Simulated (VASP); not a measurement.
## FeSi2 (Linzhiite): relaxation of cell and atoms with LDA

FeSi2 (Linzhiite):

```
Fe Si
1.0
     2.68400    0.00000    0.00000
     0.00000    2.68400    0.00000
     0.00000    0.00000    5.12800
Fe Si
1 2
Direct
  0.00000 0.00000 0.00000
  0.50000 0.50000 0.73000
  0.50000 0.50000 0.27000
```

| Quantity | Value |
| --- | --- |
| Program | VASP 6.6.1 |
| Task | relaxation of cell and atoms |
| Functional | LDA |
| Potentials or basis | VASP PAW LDA potentials, release 64 (Fe, Si) |
| Cutoff | 600 eV |
| k mesh | 8 × 8 × 4 |
| Occupations | fermi-dirac, width 0.05 eV |
| Spin | collinear spin, ferromagnetic start |
| Starting moments | [3.0, 0.0, 0.0] μB |
| Ladder | gaps |
| Further INCAR settings | ALGO = Normal; EDIFF = 1e-06; IBRION = 2; EDIFFG = -0.005; NSW = 60; ISIF = 3 |

| Property | Result |
| --- | --- |
| Relaxed volume | 11.98 Å³/atom |
| Relaxed cell | a = 2.661 Å, b = 2.661 Å, c = 5.075 Å, α = 90.00°, β = 90.00°, γ = 90.00° |
| Space group after relaxing (to 0.05 Å) | P4/mmm (No. 123) |
| Energy gained by relaxing | 6.3 meV/atom |
| Ionic steps | 13 |
| Pressure after relaxing | 0.0 GPa |
| Band gap on the k mesh | none (metal or under the smearing width) |
| Net moment | 0.00 μB per cell |
| Valence electrons inside the program's atomic spheres | Fe 7.96; Si 1.66 |

Step by step:
```
step  energy change (eV)  largest force (eV/Å)  pressure (GPa)  volume (Å³)
   1              0.0000                0.1170           -5.39        36.94
   2              0.0105                0.2003            7.79        34.77
   3             -0.0179                0.1632            0.04        35.96
   4             -0.0179                0.1639            0.09        35.94
   5             -0.0186                0.0692            0.05        35.92
   6             -0.0187                0.0017            0.08        35.92
   7             -0.0188                0.0029           -0.16        35.95
   8             -0.0188                0.0025           -0.15        35.94
   9             -0.0188                0.0025           -0.11        35.94
  10             -0.0188                0.0019           -0.26        35.94
  11             -0.0188                0.0047            0.07        35.91
  12             -0.0188                0.0002           -0.07        35.93
  13             -0.0188                0.0003            0.05        35.93
```

Final structure:
```cif
data_structure
_symmetry_space_group_name_H-M 'P 1'
_symmetry_Int_Tables_number 1
_cell_length_a 2.6606
_cell_length_b 2.6606
_cell_length_c 5.0753
_cell_angle_alpha 90.000
_cell_angle_beta 90.000
_cell_angle_gamma 90.000
_cell_volume 35.93
loop_
_atom_site_label
_atom_site_type_symbol
_atom_site_fract_x
_atom_site_fract_y
_atom_site_fract_z
_atom_site_occupancy
Fe1 Fe 0.00000 0.00000 0.00000 1
Si1 Si 0.50000 0.50000 0.72845 1
Si2 Si 0.50000 0.50000 0.27155 1
```

Levels at points of the mesh, in eV from the Fermi level:
Spin up:
```
           k point  band 6  band 7  band 8  band 9  band 10  band 11
(0.00, 0.00, 0.00)   -1.50   -1.50   -0.58    4.73     4.73     6.71
(0.50, 0.00, 0.00)   -3.24   -2.07   -1.07    0.16     1.62     2.42
(0.50, 0.50, 0.00)   -3.20   -2.26    0.21    0.69     2.73     3.09
(0.00, 0.00, 0.50)   -1.55   -1.55   -0.58    2.66     5.91     5.91
(0.50, 0.00, 0.50)   -2.48   -2.07   -1.09    0.67     2.51     5.05
(0.50, 0.50, 0.50)   -3.22   -1.80    0.21    0.45     0.45     1.23
```
Spin down:
```csv
k point,band 6,band 7,band 8,band 9,band 10,band 11
"(0.00, 0.00, 0.00)",-1.50,-1.50,-0.58,4.73,4.73,6.71
"(0.50, 0.00, 0.00)",-3.24,-2.07,-1.07,0.16,1.62,2.42
"(0.50, 0.50, 0.00)",-3.20,-2.26,0.21,0.69,2.73,3.09
"(0.00, 0.00, 0.50)",-1.55,-1.55,-0.58,2.66,5.91,5.91
"(0.50, 0.00, 0.50)",-2.48,-2.07,-1.09,0.67,2.51,5.05
"(0.50, 0.50, 0.50)",-3.22,-1.80,0.21,0.45,0.45,1.23
```

Wall time 100 s on 1 thread of Intel(R) Xeon(R) 6975P-C (Granite Rapids), with other jobs on the host, peak memory 0.19 GiB.

Caveat: the starting moments collapsed, and a magnetic state may lie lower. LDA usually gives volumes a few per cent too small.
